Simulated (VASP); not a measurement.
# GaAs (F-43m) in VASP: further runs

One crystal, GaAs, is run at these levels: PBE; tasks: single point.

All numbers are computed with VASP 6.6.1; they aren't measurements. Logs are shortened: lines on timing, memory, paths and dates and some standing lists are left out, and cuts for length are marked.

### Step 1. The undisturbed crystal

The structure is cubic, space group F-43m (No. 216). Conventional cell: a = 5.654 Å, b = 5.654 Å, c = 5.654 Å, α = 90.00°, β = 90.00°, γ = 90.00°. Around Ga (site symmetry -43m) lie 4 As at 2.45 Å. As (site symmetry -43m) is surrounded by 4 Ga at 2.45 Å.

### Step 2. Single point, PBE (a relaxed cell with its volume scaled by 0.94)

Input file INCAR:

```
SYSTEM = GaAs
ALGO = Normal
AMIX = 0.2
EDIFF = 1E-7
ENCUT = 520
GGA = PE
ISIF = 2
ISMEAR = 0
LASPH = .True.
LCHARG = .False.
LREAL = .False.
LWAVE = .False.
NELM = 100
PREC = Accurate
SIGMA = 0.02
```

Input file KPOINTS:

```
k-points
0
Gamma
  10 10 10
  0 0 0
```

Input file POSCAR:

```
GaAs                                    
1.0
    0.0000000000      2.8164522752      2.8164522752
    2.8164522752      0.0000000000      2.8164522752
    2.8164522752      2.8164522752      0.0000000000
  Ga              As            
     1     1
Direct
     0.0000000000000000    0.0000000000000000    0.0000000000000000
     0.2500000000000000    0.2500000000000000    0.2500000000000000
```

Potentials or basis: VASP PAW PBE potentials, release 64 (Ga_d, As).

Started as:

```console
$ cat potpaw_PBE.64/Ga_d/POTCAR potpaw_PBE.64/As/POTCAR > POTCAR
$ mpirun -np 1 vasp_std > vasp.out
```

OUTCAR:

```text
SYSTEM = GaAs
   AMIX = 0.2
   EDIFF = 1E-7
   ENCUT = 520
   GGA = PE
   ISIF = 2
   ISMEAR = 0
   LASPH = .True.
   LREAL = .False.
   NELM = 100
   PREC = Accurate

 ion  position               nearest neighbor table
   1  0.000  0.000  0.000-   2 2.44   2 2.44   2 2.44   2 2.44
   2  0.250  0.250  0.250-   1 2.44   1 2.44   1 2.44   1 2.44

  LATTYP: Found a face centered cubic cell.
 ALAT       =     5.6329045504

  Lattice vectors:

 A1 = (   0.0000000000,   2.8164522752,   2.8164522752)
 A2 = (   2.8164522752,   0.0000000000,   2.8164522752)
 A3 = (   2.8164522752,   2.8164522752,   0.0000000000)

Analysis of symmetry for initial positions (statically):
=====================================================================
 Subroutine PRICEL returns:
 Original cell was already a primitive cell.

 Routine SETGRP: Setting up the symmetry group for a
 face centered cubic supercell.

 Subroutine GETGRP returns: Found 24 space group operations
 (whereof 24 operations were pure point group operations)
 out of a pool of 48 trial point group operations.

The static configuration has the point symmetry T_d .

Analysis of symmetry for dynamics (positions and initial velocities):
=====================================================================
 Subroutine PRICEL returns:
 Original cell was already a primitive cell.

 Routine SETGRP: Setting up the symmetry group for a
 face centered cubic supercell.

 Subroutine GETGRP returns: Found 24 space group operations
 (whereof 24 operations were pure point group operations)
 out of a pool of 48 trial point group operations.

The dynamic configuration has the point symmetry T_d .

 Subroutine INISYM returns: Found 24 space group operations
 (whereof 24 operations are pure point group operations),
 and found     1 'primitive' translations

----------------------------------------------------------------------------------------

                                     Primitive cell

  volume of cell :      44.6825

  direct lattice vectors                    reciprocal lattice vectors
     0.000000000  2.816452275  2.816452275    -0.177528306  0.177528306  0.177528306
     2.816452275  0.000000000  2.816452275     0.177528306 -0.177528306  0.177528306
     2.816452275  2.816452275  0.000000000     0.177528306  0.177528306 -0.177528306

  length of vectors
     3.983065005  3.983065005  3.983065005     0.307488045  0.307488045  0.307488045

  position of ions in fractional coordinates (direct lattice)
     0.000000000  0.000000000  0.000000000
     0.250000000  0.250000000  0.250000000

  ion indices of the primitive-cell ions
   primitive index   ion index
                 1           1
                 2           2

----------------------------------------------------------------------------------------

 KPOINTS: k-points

Automatic generation of k-mesh.
 Grid dimensions read from file:
 generate k-points for:   10   10   10

 Generating k-lattice:

  Cartesian coordinates                     Fractional coordinates (reciprocal lattice)
    -0.017752831  0.017752831  0.017752831     0.100000000  0.000000000  0.000000000
     0.017752831 -0.017752831  0.017752831     0.000000000  0.100000000  0.000000000
     0.017752831  0.017752831 -0.017752831     0.000000000  0.000000000  0.100000000

  Length of vectors
     0.030748804  0.030748804  0.030748804

  Shift w.r.t. Gamma in fractional coordinates (k-lattice)
     0.000000000  0.000000000  0.000000000

 Subroutine IBZKPT returns following result:
 ===========================================

 Found     47 irreducible k-points:

 Following reciprocal coordinates:
            Coordinates               Weight
  0.000000  0.000000  0.000000      1.000000
  0.100000  0.000000  0.000000      8.000000
  0.200000  0.000000  0.000000      8.000000
  0.300000  0.000000  0.000000      8.000000
  0.400000  0.000000  0.000000      8.000000
  0.500000  0.000000  0.000000      4.000000
[... 16 lines left out ...]
  0.300000  0.300000  0.000000      6.000000
  0.400000  0.300000  0.000000     24.000000
 [... further k-points ...]
   k-points           NKPTS =     47   k-points in BZ     NKDIM =     47   number of bands    NBANDS=     13
   number of dos      NEDOS =    301   number of ions     NIONS =      2
   total plane-waves  NPLWV =  27000
   dimension x,y,z NGX =    30 NGY =   30 NGZ =   30
   dimension x,y,z NGXF=    60 NGYF=   60 NGZF=   60
   ions per type =               1   1
   NGX,Y,Z   is equivalent  to a cutoff of  12.52, 12.52, 12.52 a.u.
   NGXF,Y,Z  is equivalent  to a cutoff of  25.04, 25.04, 25.04 a.u.
 SYSTEM =  GaAs
   PREC   = accura    normal or accurate (medium, high low for compatibility)
   ISTART =      0    job   : 0-new  1-cont  2-samecut
   ICHARG =      2    charge: 1-file 2-atom 10-const
   ISPIN  =      1    spin polarized calculation?
   LNONCOLLINEAR =      F non collinear calculations
   LSORBIT =      F    spin-orbit coupling
   LASPH  =      T    aspherical Exc in radial PAW
   ENCUT  =  520.0 eV  38.22 Ry    6.18 a.u.   7.41  7.41  7.41*2*pi/ulx,y,z
   NELM   =    100;   NELMIN=  2; NELMDL= -5     # of ELM steps
   EDIFF  = 0.1E-06   stopping-criterion for ELM
   LREAL  =      F    real-space projection
   EDIFFG = 0.1E-05   stopping-criterion for IOM
   NSW    =      0    number of steps for IOM
   IBRION =     -1    ionic relax: 0-MD 1-quasi-New 2-CG
   NFREE  =      0    steps in history (QN), initial steepest desc. (CG)
   ISIF   =      2    stress and relaxation
   ISYM   =      2    0-nonsym 1-usesym 2-fastsym
   POTIM  = 0.5000    time-step for ionic-motion
   TEBEG  =    0.0;   TEEND  =   0.0 temperature during run
   PSTRESS=    0.0 pullay stress
   NELECT =      18.0000    total number of electrons
   NUPDOWN=      -1.0000    fix difference up-down
   EMIN   =  10.00;   EMAX   =-10.00  energy-range for DOS
   EFERMI =   0.00;   METHOD = LEGACY
   ISMEAR =     0;   SIGMA  =   0.02  broadening in eV -4-tet -1-fermi 0-gaus
   EFERMI_NEDOS =   21; number of points for ismear=-14 and -15
   IALGO  =     38    algorithm
   IMIX   =      4    mixing-type and parameters
     AMIX     =   0.20;   BMIX     =  1.00
     AMIX_MAG =   0.80;   BMIX_MAG =  1.00
  volume/ion in A,a.u.               =      22.34       150.77
  Fermi-wavevector in a.u.,A,eV,Ry     =   1.209075  2.284821 19.889848  1.461863
  Thomas-Fermi vector in A             =   2.344664
   LORBIT       =      0    0 simple, 1 ext, 2 COOP (PROOUT), +10 PAW based schemes
   GGA     = PE    functional components
   LHFCALC =     F    Hartree Fock is set to
   AEXX    =    0.0000 exact exchange contribution
   IVDW    =     0    specifies the selected vdW correction
   LEPSILON=     F    determine dielectric tensor
   LRPA    =     F    only Hartree local field effects (RPA)
 non-spin polarized calculation
 Gauss-broadening in eV      SIGMA  =   0.02
  energy-cutoff  :      520.00
  volume of cell :       44.68
 maximum number of plane-waves:      1243
 NGX is ok and might be reduce to    30
   NGX = 15   NGY = 15   NGZ = 15

 number of electron      18.0000004 magnetization

 Free energy of the ion-electron system (eV)
  ---------------------------------------------------
  ext. energy  EPLUGINS =         0.00000000
  ---------------------------------------------------
  free energy    TOTEN  =        -8.23874818 eV

  energy without entropy =       -8.23874818  energy(sigma->0) =       -8.23874818

 E-fermi :   4.1896     XC(G=0):  -9.6380

 val. band max:        4.0358040329   @ k =   0.0000   0.0000   0.0000
 cond. band min:       4.6402042132   @ k =   0.0000   0.0000   0.0000
 fundamental gap:      0.6044001803
 Fermi energy:         4.1895914001

 k-point     1 :       0.0000    0.0000    0.0000
  band No.  band energies     occupation
      1     -10.7910      2.00000
      2     -10.7910      2.00000
      3     -10.7910      2.00000
      4     -10.7090      2.00000
      5     -10.7090      2.00000
      6      -8.7698      2.00000
      7       4.0358      2.00000
      8       4.0358      2.00000
      9       4.0358      2.00000
     10       4.6402      0.00000
     11       7.7677      0.00000
     12       7.7677      0.00000
     13       7.7677      0.00000

 k-point     2 :       0.1000    0.0000    0.0000
  band No.  band energies     occupation
      1     -10.8004      2.00000
      2     -10.7886      2.00000
      3     -10.7886      2.00000
      4     -10.7092      2.00000
      5     -10.7092      2.00000
      6      -8.6503      2.00000
      7       2.5351      2.00000
      8       3.8740      2.00000
      9       3.8740      2.00000
     10       5.5742      0.00000
     11       8.0068      0.00000
     12       8.0069      0.00000
     13       8.0353      0.00000

 k-point     3 :       0.2000    0.0000    0.0000
  band No.  band energies     occupation
      1     -10.8232      2.00000
      2     -10.7826      2.00000
      3     -10.7826      2.00000
      4     -10.7091      2.00000
      5     -10.7091      2.00000
      6      -8.3069      2.00000
      7       0.7279      2.00000
      8       3.5258      2.00000
      9       3.5258      2.00000
     10       5.6613      0.00000
     11       8.4722      0.00000
     12       8.4722      0.00000
     13       9.2421      0.00000
[... 305 lines left out ...]
 k-point    23 :       0.3000    0.3000    0.0000
  band No.  band energies     occupation
      1     -10.8738      2.00000
      2     -10.7582      2.00000
      3     -10.7582      2.00000
      4     -10.7255      2.00000
      5     -10.7004      2.00000
      6      -7.4521      2.00000
      7      -0.8480      2.00000
      8       1.9712      2.00000
      9       1.9712      2.00000
     10       5.7323      0.00000
     11       6.9755      0.00000
     12      11.5361      0.00000
     13      11.5362      0.00000

 k-point    24 :       0.4000    0.3000    0.0000
  band No.  band energies     occupation
      1     -10.8864      2.00000
      2     -10.7535      2.00000
      3     -10.7520      2.00000
      4     -10.7276      2.00000
      5     -10.6991      2.00000
      6      -7.0041      2.00000
      7      -1.6585      2.00000
      8       1.4103      2.00000
      9       1.7531      2.00000
     10       5.8729      0.00000
     11       6.9028      0.00000
     12      11.3863      0.00000
     13      12.0180      0.00000

 [... further k-points ...]

------------------------ aborting loop because EDIFF is reached ----------------------------------------

  FORCE on cell =-STRESS in cart. coord.  units (eV):
  Direction    XX          YY          ZZ          XY          YZ          ZX
  --------------------------------------------------------------------------------------
  -------------------------------------------------------------------------------------
  Total        1.2124003      1.2124003      1.2124003     -0.0000000      0.0000000     -0.0000000
  in kB       43.4729836     43.4729836     43.4729836     -0.0000000      0.0000000     -0.0000000
  external PRESSURE =      43.4729836 kB  Pullay stress =       0.0000000 kB

 VOLUME and BASIS-vectors are now :
 -----------------------------------------------------------------------------
  energy-cutoff  :      520.00
  volume of cell :       44.68
      direct lattice vectors                 reciprocal lattice vectors
     0.000000000  2.816452275  2.816452275    -0.177528306  0.177528306  0.177528306
     2.816452275  0.000000000  2.816452275     0.177528306 -0.177528306  0.177528306
     2.816452275  2.816452275  0.000000000     0.177528306  0.177528306 -0.177528306

 POSITION                                       TOTAL-FORCE (eV/Angst)
 -----------------------------------------------------------------------------------
      0.00000      0.00000      0.00000         0.000000      0.000000      0.000000
      1.40823      1.40823      1.40823        -0.000000     -0.000000     -0.000000
 -----------------------------------------------------------------------------------
    total drift:                                0.000001      0.000001      0.000002

  FREE ENERGIE OF THE ION-ELECTRON SYSTEM (eV)
  ---------------------------------------------------
  free  energy   TOTEN  =        -8.2387481812 eV

  energy  without entropy=       -8.2387481812  energy(sigma->0) =       -8.23874818
```

Run time: 29 s. Hardware: 1 thread of Intel Xeon Platinum 8259CL at 2.50GHz (Skylake/Cascade Lake), shared host; peak memory 0.18 GiB.

What came out:

| Item | Value |
| --- | --- |
| Free energy | -8.2387 eV |
| Pressure | 4.3 GPa |
| Band gap on the k mesh | 0.60 eV, direct |

Levels at points of the mesh, in eV from the valence-band top:
```csv
k point,band 7,band 8,band 9,band 10,band 11,band 12
"(0.00, 0.00, 0.00)",0.00,0.00,0.00,0.60,3.73,3.73
"(0.50, 0.00, 0.00)",-6.70,-1.16,-1.16,1.03,4.64,4.64
"(0.50, 0.50, 0.00)",-6.87,-2.72,-2.72,1.44,1.65,10.26
```

### Step 3. Single point, PBE (a relaxed cell with its volume scaled by 1.06)

INCAR is that of step 2.

KPOINTS is that of step 2.

Input file POSCAR:

```
GaAs                                    
1.0
    0.0000000000      2.9315348881      2.9315348881
    2.9315348881      0.0000000000      2.9315348881
    2.9315348881      2.9315348881      0.0000000000
  Ga              As            
     1     1
Direct
     0.0000000000000000    0.0000000000000000    0.0000000000000000
     0.2500000000000000    0.2500000000000000    0.2500000000000000
```

Potentials or basis: VASP PAW PBE potentials, release 64 (Ga_d, As).

Started as:

```console
$ cat potpaw_PBE.64/Ga_d/POTCAR potpaw_PBE.64/As/POTCAR > POTCAR
$ mpirun -np 1 vasp_std > vasp.out
```

Run time: 23 s. Hardware: 1 thread of Intel Xeon Platinum 8259CL at 2.50GHz (Skylake/Cascade Lake), shared host; peak memory 0.19 GiB.

Results (log left out):

| Item | Value |
| --- | --- |
| Free energy | -8.2470 eV |
| Pressure | -3.0 GPa |
| Band gap on the k mesh | none (metal or under the smearing width) |

Levels at points of the mesh, in eV from the Fermi level:
```csv
k point,band 5,band 6,band 7,band 8,band 9,band 10,band 11,band 12,band 13
"(0.00, 0.00, 0.00)",-14.59,-12.00,-0.27,-0.01,-0.01,-0.01,3.69,3.69,3.69
"(0.50, 0.00, 0.00)",-14.59,-10.55,-6.10,-0.99,-0.99,0.71,4.58,4.58,7.60
"(0.50, 0.50, 0.00)",-14.59,-9.95,-6.35,-2.32,-2.32,1.65,1.68,9.31,9.31
```
